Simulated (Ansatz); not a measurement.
# (110) slab of zincblende SiC, 13.9 Å thick as cut, bare faces, part 2 of 2

Ansatz 0.2.0, PAW. Earlier steps stand in the parts before.

**3. HSE06 single point**

The input, in.yaml:

```yaml
crystal:
  lattice:
    - [2.178427, -2.178427, 0.000000]
    - [0.000000, 0.000000, 4.356853]
    - [-18.995308, -18.995308, 0.000000]
  atoms:
    - { symbol: Si, position: [0.999095, 0.003801, 0.702789] }
    - { symbol: Si, position: [0.999085, 0.002057, 0.471440] }
    - { symbol: Si, position: [0.999069, 0.954112, 0.251346] }
    - { symbol: Si, position: [0.999093, 0.003196, 0.586246] }
    - { symbol: Si, position: [0.999070, 0.000436, 0.357165] }
    - { symbol: Si, position: [0.499097, 0.500669, 0.643038] }
    - { symbol: Si, position: [0.499076, 0.503052, 0.413956] }
    - { symbol: Si, position: [0.499108, 0.454434, 0.748853] }
    - { symbol: Si, position: [0.499095, 0.502105, 0.528761] }
    - { symbol: Si, position: [0.499087, 0.503504, 0.297407] }
    - { symbol: C, position: [0.999098, 0.250436, 0.643632] }
    - { symbol: C, position: [0.999074, 0.252991, 0.414074] }
    - { symbol: C, position: [0.999109, 0.258985, 0.757981] }
    - { symbol: C, position: [0.999096, 0.252288, 0.528714] }
    - { symbol: C, position: [0.999080, 0.259179, 0.298910] }
    - { symbol: C, position: [0.499094, 0.753128, 0.586134] }
    - { symbol: C, position: [0.499064, 0.750204, 0.356574] }
    - { symbol: C, position: [0.499092, 0.759462, 0.701293] }
    - { symbol: C, position: [0.499082, 0.752240, 0.471494] }
    - { symbol: C, position: [0.499069, 0.758659, 0.242216] }
kpoints:
  mp_grid: { grid: [4, 3, 1] }
hamiltonian:
  xc: hse06
scf:
  occupations: { method: fermi_dirac, width: 0.01 }
output:
  forces: true
  eigenvalues: true
  populations: true
  eigenstates: { kpoints: [[0, 0, 0]], e_range: [-4.0, 4.0], localisation: true }
```

On the command line:

```bash
> ansatz run in.yaml --threads 8 --pin off --max-ram 17100MiB --runs-dir r --events-out ev --progress --plain
```

Log:

```text
Pseudopotentials: kind: paw
Functional definition: HSE06
  parameter a = 0.25
  parameter omega = 0.11/bohr
  exchange = pbe_x - a*pbe_x_sr(omega) + a*exact_x_sr(omega)
  correlation = pbe_c
Crystal: 20 atoms, lattice volume = 360.572 Å³
Basis set: ecut = 420 eV, 7005 PW (Γ), exchange–correlation on 48×60×360 points (8 copies of the dense FFT grid, shifted against one another)
Bands: 60, of which v1, the nominal top of the filled ones, is band 40 counted from 1 (39 counted from 0)
Symmetry: 1 space group operations
Space group: P1 (ITA 1), of the structure as read, at distance tolerance 7.1e-5 Å
k-points: 7 of 12 (time reversal used)
Non-local potential: Si, projectors of the file, l = 0: 2, l = 1: 2, l = 2: 2
Non-local potential: C, projectors of the file, l = 0: 2, l = 1: 2, l = 2: 1
PAW form: soft (Blöchl's): semilocal exchange-correlation on the pseudo side does not see the compensation charge
PAW frozen core: Si, regenerated for the run's functional, and the local potential with it (the file was generated under x = pbe(κ = 0.804, μ = 0.2195149727645171), c = pbe(β = 0.06672455060314922))
PAW frozen core: C, regenerated for the run's functional, and the local potential with it (the file was generated under x = pbe(κ = 0.804, μ = 0.2195149727645171), c = pbe(β = 0.06672455060314922))
PAW one-centre angular grid: Si, 110 points (default); XC on 64 Gauss nodes
PAW one-centre angular grid: C, 110 points (default); XC on 64 Gauss nodes
Initial density: superposition of atomic densities (neutral atoms: chi_scale 0, normalization atom), corrected by the library's trained network
Initial wavefunctions: pseudopotential atomic-orbital guess
Functional: x = pbe(κ = 0.804, μ = 0.2195149727645171), c = pbe(β = 0.06672455060314922), warm-up for x = pbe(κ = 0.804, μ = 0.2195149727645171) + 0.25 (exact − pbe) at short range (hse, ω = 0.20786987370883472 Å⁻¹), c = pbe(β = 0.06672455060314922); HSE06 as pw.x's `hse` composes it (authors' and Libxc's form: `xc: wpbeh`)
SCF iter   1: F=—  HF=-8866.365994 eV  |F-HF|=—  |Δ(HF+E_count)|=         —  Δρ=4.44e-3  dr2=1.05e-1  ethr=1.77e-3  ⟨swp⟩=13.1  Hψ=2455  notcnv=1
preconditioner: auto → none  [insulator: Δε(μ)=0.521 eV  Ē_g=11.425 eV  σ=0.010 eV  W_gap=1.00  n_scr=54 (ndim 8)  ℏωp=17.5 eV  f_vac=0.371  D(μ)=0.00/eV (n_scr^D=0)]
SCF iter   2: F=—  HF=-8866.352199 eV  |F-HF|=—  |Δ(HF+E_count)|=   1.38e-2  Δρ=2.45e-3  dr2=2.87e-2  ethr=1.31e-4  ⟨swp⟩=6.6  Hψ=1311  notcnv=0  defer=4
SCF iter   3: F=—  HF=-8866.348477 eV  |F-HF|=—  |Δ(HF+E_count)|=   3.72e-3  Δρ=1.04e-3  dr2=7.85e-3  ethr=3.59e-5  ⟨swp⟩=6.6  Hψ=1298  notcnv=0  defer=3
SCF iter   4: F=—  HF=-8866.348793 eV  |F-HF|=—  |Δ(HF+E_count)|=   3.17e-4  Δρ=5.90e-4  dr2=4.11e-3  ethr=9.81e-6  ⟨swp⟩=7.6  Hψ=1350  notcnv=0  defer=2
SCF iter   5: F=—  HF=-8866.348472 eV  |F-HF|=—  |Δ(HF+E_count)|=   3.21e-4  Δρ=2.42e-4  dr2=6.65e-4  ethr=5.13e-6  ⟨swp⟩=7.0  Hψ=1189  notcnv=0  defer=3
SCF iter   6: F=—  HF=-8866.348474 eV  |F-HF|=—  |Δ(HF+E_count)|=   1.63e-6  Δρ=1.26e-4  dr2=8.88e-5  ethr=8.31e-7  ⟨swp⟩=7.0  Hψ=996  notcnv=0  defer=1
SCF iter   7: F=-8866.348507 eV  HF=-8866.348500 eV  |F-HF|=7.35e-6  |Δ(HF+E_count)|=   2.60e-5  Δρ=5.98e-5  dr2=1.01e-5  ethr=1.11e-7  ⟨swp⟩=4.7  Hψ=807  notcnv=0  defer=12
SCF 1 stopped early in 7 iterations: F = -8866.348507 eV  dr2 = 1.01e-5
Initial density: handed on by an earlier stage of this run
Initial wavefunctions: those handed on with the density
Functional: x = pbe(κ = 0.804, μ = 0.2195149727645171) + 0.25 (exact − pbe) at short range (hse, ω = 0.20786987370883472 Å⁻¹), c = pbe(β = 0.06672455060314922); HSE06 as pw.x's `hse` composes it (authors' and Libxc's form: `xc: wpbeh`)
Exchange kernel: α = 0.2500, screened, ω = 0.2079 Å⁻¹, Wigner–Seitz truncation, v(0) = 1011.6516 eV·Å³, q-mesh 4×3×1, nearest image of the exchange supercell L = 12.32 Å, pair-density grid 15×24×125, without the augmentation charges, whose exchange is taken in its separable form by FFT convolution over the k-point mesh (sized by the pseudopotential files, 24×30×180 at the most), smooth part of the [...]
Frozen-core exchange: fock
SCF iter   1: F=—  HF=-8872.313460 eV  |F-HF|=—  |Δ(HF+E_count)|=         —  Δρ=4.51e-3  dr2=5.78e-2  ethr=1.27e-7  ⟨swp⟩=17.0  Hψ=3081  notcnv=5
preconditioner: auto → none  [insulator: Δε(μ)=1.211 eV  Ē_g=13.097 eV  σ=0.010 eV  W_gap=1.00  n_scr=54 (ndim 8)  ℏωp=17.5 eV  f_vac=0.372  D(μ)=0.00/eV (n_scr^D=0)]
SCF iter   2: F=—  HF=-8872.292294 eV  |F-HF|=—  |Δ(HF+E_count)|=   2.12e-2  Δρ=2.05e-3  dr2=1.09e-2  ethr=1.27e-7  ⟨swp⟩=5.0  Hψ=1797  notcnv=0
SCF iter   3: F=—  HF=-8872.318985 eV  |F-HF|=—  |Δ(HF+E_count)|=   2.67e-2  Δρ=8.67e-4  dr2=6.44e-3  ethr=1.27e-7  ⟨swp⟩=5.6  Hψ=1792  notcnv=0  defer=1
SCF iter   4: F=—  HF=-8872.320595 eV  |F-HF|=—  |Δ(HF+E_count)|=   1.61e-3  Δρ=6.85e-4  dr2=1.84e-2  ethr=1.27e-7  ⟨swp⟩=6.0  Hψ=1797  notcnv=0  defer=10  recentre
SCF iter   5: F=—  HF=-8872.317656 eV  |F-HF|=—  |Δ(HF+E_count)|=   2.94e-3  Δρ=2.93e-4  dr2=1.71e-3  ethr=1.27e-7  ⟨swp⟩=6.3  Hψ=1722  notcnv=0  defer=6
SCF iter   6: F=—  HF=-8872.317386 eV  |F-HF|=—  |Δ(HF+E_count)|=   2.70e-4  Δρ=8.53e-5  dr2=1.05e-4  ethr=1.27e-7  ⟨swp⟩=4.4  Hψ=1113  notcnv=0
SCF iter   7: F=—  HF=-8872.317773 eV  |F-HF|=—  |Δ(HF+E_count)|=   3.87e-4  Δρ=1.08e-4  dr2=5.42e-5  ethr=6.92e-8  ⟨swp⟩=5.6  Hψ=1214  notcnv=0  defer=3
iter 8 solved again at ethr=3.08e-9 eV; its pass at ethr=6.51e-8 eV (dr2=2.47e-6 eV) is discarded
SCF iter   8: F=-8872.317759 eV  HF=-8872.317758 eV  |F-HF|=4.07e-7  |Δ(HF+E_count)|=   1.46e-5  Δρ=2.53e-5  dr2=4.58e-6  ethr=3.08e-9  ⟨swp⟩=3.1  Hψ=1585  notcnv=0
SCF 2 stopped early in 8 iterations: F = -8872.317759 eV  dr2 = 4.58e-6
  Residual-converged pass: ⟨swp⟩=4.3  Hψ=1195  notcnv=0  max |occ|·‖R‖ = 6.6e-6 eV (tolerance 6.7e-6 eV)  dr2=4.53e-6  dr2_onsite=3.70e-8  max |Δocc| = 0.0e0
[... from here the SCF cycle lines were not kept, up to the last twenty ...]
hybrid outer 1: dexx = +3.146e-2 eV, tail = 3.10e-5 eV
SCF iter   1: F=—  HF=-8872.317540 eV  |F-HF|=—  |Δ(HF+E_count)|=         —  Δρ=2.03e-5  dr2=1.77e-6  ethr=1.94e-7  ⟨swp⟩=9.3  Hψ=1236  notcnv=0
preconditioner: auto → none  [insulator: Δε(μ)=1.183 eV  Ē_g=13.099 eV  σ=0.010 eV  W_gap=1.00  n_scr=54 (ndim 8)  ℏωp=17.5 eV  f_vac=0.373  D(μ)=0.00/eV (n_scr^D=0)]
SCF iter   2: F=—  HF=-8872.317540 eV  |F-HF|=—  |Δ(HF+E_count)|=   2.11e-7  Δρ=7.65e-6  dr2=1.63e-7  ethr=1.76e-9  ⟨swp⟩=3.0  Hψ=920  notcnv=0
SCF iter   3: F=—  HF=-8872.317540 eV  |F-HF|=—  |Δ(HF+E_count)|=   2.72e-7  Δρ=4.48e-6  dr2=6.23e-8  ethr=1.54e-10  ⟨swp⟩=6.4  Hψ=1183  notcnv=0  defer=13
SCF iter   4: F=—  HF=-8872.317540 eV  |F-HF|=—  |Δ(HF+E_count)|=   4.99e-9  Δρ=1.43e-6  dr2=2.81e-8  ethr=7.31e-11  ⟨swp⟩=4.4  Hψ=895  notcnv=0  defer=6
SCF iter   5: F=-8872.317540 eV  HF=-8872.317540 eV  |F-HF|=6.58e-9  |Δ(HF+E_count)|=   2.90e-9  Δρ=9.34e-7  dr2=8.67e-9  ethr=3.03e-11  ⟨swp⟩=3.7  Hψ=886  notcnv=0  defer=2
SCF 3 converged in 5 iterations: F = -8872.317540 eV  dr2 = 8.67e-9
  Residual-converged pass: ⟨swp⟩=3.9  Hψ=954  notcnv=0  max |occ|·‖R‖ = 1.4e-6 eV (tolerance 1.4e-6 eV)  dr2=8.96e-9  dr2_onsite=5.21e-11  max |Δocc| = 0.0e0
hybrid outer 2: dexx = +4.052e-7 eV, tail = 2.37e-8 eV, Δε = 7.27e-4 eV (about 2.25e-5 eV left of the loop's levels), ΔF = 3.53e-3 eV/Å (tail 4.67e-4)
NSCF: frozen V_eff on 1 k-points
hybrid SCF converged: 2 outer / 13 inner (+7 warm-up), last move |dexx| = 4.05e-7 eV, tail = 2.37e-8 eV
Stability not checked: this state was not tested for a lower state beside it, because the functional holds exact exchange (a hybrid, or Hartree-Fock), whose exchange loop this test does not read (fock_operator; see scf.lower_state_search)
Free energy (F): -8872.317540 eV
Harris-Foulkes:  -8872.317540 eV  (|F-HF|=6.58e-9)
Internal energy: -8872.317540 eV  (E = F + TS)
E sigma→0 (E₀):  -8872.317540 eV
Fermi energy:    3.331297 eV
--- Per-component energies (eV) ---
  E_band       = -324.908257
  E_kinetic    = 1350.761424
  E_local      = -36843.103437  (includes V_loc(G=0)·N_el)
  E_nonlocal   = 507.145651
  E_hartree    = 17967.389543
  E_xc         = -854.471715
  E_vxc        = -879.644824  (∫ρ·V_xc dr)
  E_exx        = -150.864085  (= α·E_x^exact, valence–valence)
  E_paw        = -6170.738092  (= ΣΔE_a)
  E_vpaw       = -93.116279  (= ΣTr[D̂ρ^β])
  E_aug_tail   = 0.000125  (compensation charges beyond the density's cutoff)
  E_ewald      = 15322.326390
  E_core_change = -0.763346  (= ΣΔE_core)
  E_smearing   = -0.000000  (= −TS)
  E_closure    = 0.000002  (closes the sum)
  Σ components = -8872.317540   (vs F -8872.317540, Δ=-1.82e-12)
--- Forces (eV/Å), atoms counted from 1 ---
  atom   1  Si    -0.03300666    -0.03301608    -0.02505954
  atom   2  Si    -0.00411940    -0.00390596    -0.00922528
  atom   3  Si     0.00407384     0.00399510    -0.16665479
  atom   4  Si    -0.00531199    -0.00544970    -0.01491287
  atom   5  Si    -0.03331660    -0.03310891     0.00921772
  atom   6  Si     0.03026036     0.03027537     0.00703187
  atom   7  Si     0.00051733     0.00067205    -0.01419372
  atom   8  Si    -0.00523855    -0.00515984    -0.16883123
  atom   9  Si    -0.00196339    -0.00184104    -0.00946606
  atom  10  Si     0.02879120     0.02985116    -0.02306404
  atom  11  C      0.03229381     0.03246729     0.01598913
  atom  12  C      0.00845505     0.00822997    -0.00121592
  atom  13  C      0.10639941     0.10674887     0.19786748
  atom  14  C      0.00016105     0.00043007     0.01520127
  atom  15  C      0.04546126     0.04522762    -0.02274481
  atom  16  C     -0.00298678    -0.00296908    -0.00082509
  atom  17  C     -0.02740212    -0.02821865     0.01703488
  atom  18  C     -0.04265283    -0.04315497    -0.02109778
  atom  19  C      0.00573622     0.00544389     0.01543560
  atom  20  C     -0.10607972    -0.10641890     0.19943761
  max |Σ_I F_I| component: 9.82e-5 eV/Å
--- Band table (eV; the first three rows and the last of 7) ---
  k-point 0: bands = ["-14.6505", "-14.3353", "-13.7782", "-12.9451", "-11.8578", "-10.7052", "-9.8115", "-9.3446", "-9.2969", "-9.2413", "-6.2192", "-5.9694", "-5.5994", "-5.1520", "-4.4003", "-3.6253", "-3.5956", "-3.1692", "-2.5625", "-2.5521", "-1.6946", "-1.3844", "-1.2400", "-1.1024", "-1.0652", "-0.7102", "-0.6048", "-0.1631", "0.1328", "0.4406", "0.4951", "1.0818", "1.4827", "1.5080", "1.5477", "1.8534", "2.0879", "2.1887", "2.3558", "2.4431", "4.8487", "5.4842", "6.2629", "6.8198", "6.8805", "7.2542", "8.0420", "8.4702", "8.4818", "9.1218", "9.4643", "9.7640", "10.0931", "10.3666", "10.5901", "10.6004", "10.7464", "10.8357", "10.9045", "11.1006"]
  k-point 1: bands = ["-13.8722", "-13.5696", "-13.0410", "-12.2730", "-11.6455", "-11.4271", "-11.3071", "-11.0097", "-10.6408", "-10.6252", "-6.4356", "-6.3797", "-5.3307", "-5.3069", "-4.1235", "-3.9630", "-3.3964", "-2.5483", "-1.3910", "-1.0530", "-1.0334", "-0.6190", "-0.5196", "-0.4866", "-0.3335", "-0.1953", "0.1366", "0.2355", "0.6478", "0.6625", "0.7328", "0.8773", "1.0256", "1.0815", "1.2099", "1.2226", "1.2264", "1.3876", "2.2925", "2.3056", "5.9188", "6.1954", "6.6433", "6.9394", "7.4377", "8.2476", "8.9060", "9.0295", "9.2316", "9.3051", "9.3318", "9.4084", "9.7806", "9.8413", "10.0586", "10.4241", "10.7524", "10.7757", "11.0294", "11.0504"]
  k-point 2: bands = ["-13.7754", "-13.4636", "-12.9165", "-12.1028", "-11.0502", "-9.9769", "-9.2809", "-9.2695", "-9.1340", "-9.0525", "-5.6658", "-5.5199", "-5.3778", "-5.2166", "-4.6370", "-3.7381", "-3.6131", "-3.4803", "-3.1932", "-2.8685", "-2.8236", "-2.3293", "-2.2765", "-1.9407", "-1.9271", "-1.4723", "-1.3439", "-0.8991", "-0.8622", "-0.7712", "-0.7377", "-0.6138", "-0.2179", "-0.1448", "0.2054", "0.4510", "0.5626", "1.3649", "2.0017", "2.0531", "6.0560", "6.1375", "6.8127", "6.9256", "7.1889", "7.4739", "7.7827", "8.0821", "8.2691", "8.9146", "9.3377", "9.5160", "9.5879", "9.6489", "10.0189", "10.1160", "10.4058", "10.4100", "11.0573", "11.3618"]
  k-point 6: bands = ["-10.9888", "-10.9879", "-10.6944", "-10.6943", "-10.2388", "-10.2387", "-9.6528", "-9.6524", "-9.0196", "-9.0160", "-6.6290", "-6.6265", "-6.3304", "-6.3299", "-5.8931", "-5.8928", "-5.5418", "-5.5409", "-5.4772", "-5.4756", "-2.7941", "-2.7939", "-2.6350", "-2.6342", "-1.8517", "-1.8512", "-1.5418", "-1.5418", "-0.8393", "-0.8388", "-0.4405", "-0.4403", "0.0458", "0.0461", "0.2740", "0.2741", "0.6561", "0.6578", "2.7322", "2.7366", "5.1202", "5.1246", "7.1974", "7.1988", "7.4832", "7.4834", "8.1185", "8.1191", "8.9323", "8.9324", "9.5765", "9.5792", "10.5516", "10.5535", "10.9071", "10.9082", "11.2680", "11.2680", "11.5680", "11.5699"]
--- Löwdin populations: 20 sites ---
  site symbol       q [e]
     0     Si      2.8903
     1     Si      2.9119
     2     Si      2.7817
     3     Si      2.9122
     4     Si      2.9319
     5     Si      2.9318
     6     Si      2.9122
     7     Si      2.7816
     8     Si      2.9119
     9     Si      2.8904
    10      C      5.0155
    11      C      5.0000
    12      C      5.0497
    13      C      5.0075
    14      C      5.0170
    15      C      5.0000
    16      C      5.0155
    17      C      5.0171
    18      C      5.0075
    19      C      5.0497
  spilling = 0.012057 (of n_electrons = 80.000000)
```

It took 69 s on 8 threads of Arm Neoverse-V2, shared host; peak memory 4.6 GiB.

At a 4×3×1 mesh the filled levels end at 2.737 eV and the empty ones begin at 3.919 eV, a spacing of 1.18 eV.

On these atoms HSE06 leaves forces up to 0.25 eV/Å (on C20), as they were relaxed at another level of theory (and may have been on other k points).

Planar mean of the electrostatic potential energy along c, from the vacuum level:

```tsv
z (Å)	v (eV)
0.00	0.00
0.45	0.00
0.90	0.00
1.34	0.00
1.79	0.00
2.24	0.00
2.69	0.00
3.13	0.00
3.58	-0.01
4.03	-0.02
4.48	-0.08
4.92	-0.28
5.37	-1.04
5.82	-3.83
6.27	-12.47
6.87	-15.61
7.31	-12.24
7.76	-16.87
8.21	-16.90
8.66	-9.31
9.10	-11.72
9.55	-17.97
10.00	-13.21
10.45	-9.48
10.89	-16.36
11.34	-16.44
11.79	-9.42
12.24	-12.93
12.69	-18.07
13.13	-12.21
13.58	-9.89
14.03	-17.02
14.48	-15.64
14.92	-9.10
15.37	-13.89
15.82	-17.91
16.27	-11.38
16.72	-10.65
17.16	-17.51
17.61	-14.57
18.06	-8.49
18.51	-14.31
18.95	-18.27
19.40	-13.04
19.85	-13.93
20.45	-15.28
20.89	-6.09
21.34	-1.63
21.79	-0.44
22.24	-0.12
22.68	-0.03
23.13	-0.01
23.58	0.00
24.03	0.00
24.48	0.00
24.92	0.00
25.37	0.00
25.82	0.00
26.27	0.00
26.71	0.00
```

The top filled level lies 6.14 eV and the lowest empty level 4.96 eV below the vacuum level.

**4. What came out**

This closing draws on all 2 parts.

```
             level                  time  k points  top filled to lowest empty (eV)  top filled below vacuum (eV)
PBEsol, relaxation  25 s (8 CPU threads)     6×4×1                             0.30                          5.57
             HSE06  69 s (8 CPU threads)     4×3×1                             1.18                          6.14
```

| quantity | value |
| --- | --- |
| relaxation | 5 recorded steps, 1.56 eV gained |
| largest shift | 0.35 Å (Si8) |
| mean bonds | C–Si 1.873 Å |

**In words.** Relaxation gains 1.56 eV, with shifts up to 0.35 Å (Si8). Rows on different k points differ by sampling as well as by level.
